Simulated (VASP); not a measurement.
## Bi under changes of volume

One of the cells (34.706 Å³/atom); the others are scaled copies at fixed shape and fractional positions:

```xyz
2
Lattice="3.5117 -3.1533 0.0000 3.5117 3.1533 0.0000 -1.2686 0.0000 3.1342" Properties=species:S:1:pos:R:3 pbc="T T T"
Bi    4.2014    0.0000    2.6872
Bi    1.5534    0.0000    0.4470
```

This isn't the form of Bi at room conditions, which is rhombohedral.

```yaml
Program: VASP 6.6.1
Functional: PBEsol
Potentials_or_basis: VASP PAW PBE potentials, release 64 (Bi_d)
Cutoff: 520 eV
k_mesh: 6 × 6 × 9
Occupations: fermi-dirac, width 0.05 eV
Spin: no spin polarisation
```

```csv
volume (Å³/atom),energy over the lowest point (meV/atom),pressure (GPa),largest force (eV/Å)
31.984,0.45,0.6,0.033
32.665,0.00,-0.6,0.007
33.345,?,?,?
34.706,24.99,-3.4,0.083
35.387,40.53,-4.1,0.108
36.067,59.00,-4.7,0.132
```

Question: What does the run at 33.345 Å³/atom give?

Answer: Energy over the lowest point 4.29 meV/atom; pressure -1.6 GPa; largest force 0.030 eV/Å.

Worked out: A Birch-Murnaghan fit of order 3 (a polynomial in V^(-2/3)) to the other rows has its minimum at 32.38 Å³/atom with B0 = V·E''(V) = 56 GPa and B' = 4.7 at fixed shape and positions, which overstates the stiffness. It gives 4.28 meV/atom at 33.345 Å³/atom, against the run's 4.29, and -dE/dV = -1.5 GPa, against -1.6.

Energies are extrapolated to zero smearing.

Caveats: the PAW data sets were made with another functional, which shifts forces and pressure a little.
